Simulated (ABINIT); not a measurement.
Crystal: Ce.

```
Ce
1.0
    -1.94330    1.94330    1.94330
     1.94330   -1.94330    1.94330
     1.94330    1.94330   -1.94330
Ce
1
Direct
  0.00000 0.00000 0.00000
```

This isn't the form of Ce at room conditions, which is fcc.

* Program: ABINIT 10.8.3 (patched build)
* Task: relaxation of cell and atoms
* Functional: LDA
* Potentials or basis: JTH PAW LDA v2.0
* Cutoff: 544 eV
* k mesh: 8 × 8 × 8
* Occupations: fermi-dirac, width 0.05 eV
* Spin: collinear spin, ferromagnetic start
* Starting moments: [1.0] μB

At the start: pressure -6.1 GPa; volume 29.35 Å³/atom.

Problem. How do energy, volume and symmetry change on relaxing?

Solution. Over 7 steps the energy falls by 119.1 meV/atom and the volume is 24.34 Å³/atom (-17.1 %); space group Im-3m (No. 229, to 0.05 Å); moment 0.00 μB per cell.

Step by step:
```
step  energy change (eV)  largest force (eV/Å)  pressure (GPa)  volume (Å³)
   1              0.0000                0.0000           -6.11        29.35
   2             -0.0204                0.0000           -5.91        28.81
   3              0.0909                0.0000           18.03        19.71
   4             -0.1095                0.0000           -2.36        25.61
   5             -0.1184                0.0000           -0.69        24.68
   6             -0.1191                0.0000            0.03        24.33
   7             -0.1191                0.0000            0.00        24.34
```

Final structure:
```
Ce
1.0
    -1.82577    1.82577    1.82577
     1.82577   -1.82577    1.82577
     1.82577    1.82577   -1.82577
Ce
1
Cartesian
  0.0000 0.0000 0.0000
```

Caveat: the volume moved by over 15 % at a fixed basis, so the end points are rough; the magnetic or orbital state may not be the lowest.
